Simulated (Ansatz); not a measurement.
## KF (CsCl type) under strain

KF (CsCl type), relaxed with r2SCAN in Ansatz. Space group Pm-3m (No. 221), cubic; conventional cell a = 3.179 Å, 16.06 Å³ an atom. Around K lie 8 F at 2.75 Å; around F lie 8 K at 2.75 Å.

The axes x, y and z are those of this cell:
```yaml
crystal:
  lattice:
    - [3.17887, 0.00000, 0.00000]
    - [0.00000, 3.17887, 0.00000]
    - [0.00000, 0.00000, 3.17887]
  atoms:
    - { symbol: K, position: [0.00000, 0.00000, 0.00000] }
    - { symbol: F, position: [0.50000, 0.50000, 0.50000] }
```

Unstrained: The PBE gap is indirect, 6.816 eV (M to Γ), below the direct gap of 6.852 eV at Γ. r2SCAN gives an indirect gap of 7.724 eV, from M to Γ; the least direct gap is 7.755 eV at Γ. With HSE06 the valence top lies at M and the conduction bottom at Γ, 8.918 eV higher; the smallest vertical gap, at Γ, is 8.948 eV. Meshes: PBE 8×8×8, r2SCAN 8×8×8, HSE06 6×6×6. Strains are changes of length per length. After each strain the atoms were relaxed again with r2SCAN within the symmetry that the strain leaves, so tilts or polar shifts that break it weren't tested; points keep the names that they have in the unstrained zone. No spin polarisation. The prototype was imposed, so other structures may be more stable.

Changes of the least gap in eV (an overlap counts as a negative gap):
```csv
strain,volume change (%),space group,PBE,r2SCAN,HSE06,"energy rise, r2SCAN (meV/atom)"
isotropic -1.76 % on every length,-5.2,Pm-3m,+0.427,+0.454,+0.461,6.5
uniaxial -5.9 % along x,-5.9,P4/mmm,+0.301,+0.328,+0.341,20.4
uniaxial -0.71 % along z,-0.7,P4/mmm,+0.038,+0.042,+0.044,0.3
```

Isotropic -1.76 % on every length. HSE06: the gap goes from 8.918 to 9.379 eV (+0.461 eV). Stress change with r2SCAN, compression positive: xx +2.60, yy +2.60, zz +2.60 GPa. For HSE06, dE_g/d ln V = -8.6 eV over this step.

Uniaxial -5.9 % along x, other directions held. HSE06: the gap goes from 8.918 to 9.259 eV (+0.341 eV). Stress change with r2SCAN, compression positive: xx +7.25, yy +0.96, zz +0.96 GPa.

Uniaxial -0.71 % along z, other directions held. HSE06: the gap goes from 8.918 to 8.962 eV (+0.044 eV). Stress change with r2SCAN, compression positive: xx +0.09, yy +0.09, zz +0.76 GPa.

The meshes of the hybrids are coarse, so their gaps aren't converged to the digits shown.
